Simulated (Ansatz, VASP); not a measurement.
# Two plane-wave programs on CdTe

```
CELL_PARAMETERS angstrom
0.00000 3.17040 3.27996
3.17040 0.00000 3.27996
3.17040 3.17040 0.00000
ATOMIC_POSITIONS crystal
Cd 0.00000 0.00000 0.00000
Te 0.25000 0.25000 0.25000
```

Change from the starting cell: biaxial_xy strain -3.3%.

Alike in both runs: task single point; functional HSE06; k mesh 4 × 4 × 4; no spin polarisation.

```csv
,VASP,Ansatz
version,VASP 6.6.1,Ansatz 0.2.0
potentials or method,"VASP PAW PBE potentials, release 64 (Cd, Te)","plane waves, PAW"
plane-wave cutoff (eV),520,420
occupations,"gaussian, width 0.01 eV",fixed
valence electrons in the cell,18,36
```

```csv
,VASP,Ansatz,Ansatz less VASP
gap on the k mesh at the Fermi level (eV),1.62,1.71,+0.092
pressure (GPa),3.4,3.4,+0.02
largest component of the traceless stress (GPa),0.39,0.39,-0.001
```

The two sets of potentials don't hold the same shells in valence. Ansatz warned: «stress_exchange_threshold_loose».

Caveats: the k mesh is coarse (spacing up to 0.42 Å⁻¹), so the values aren't converged, least of all with exact exchange; the PAW data sets were made with another functional, which shifts forces and pressure a little (VASP); spin-orbit coupling is left out, which moves the levels of the heavy elements.
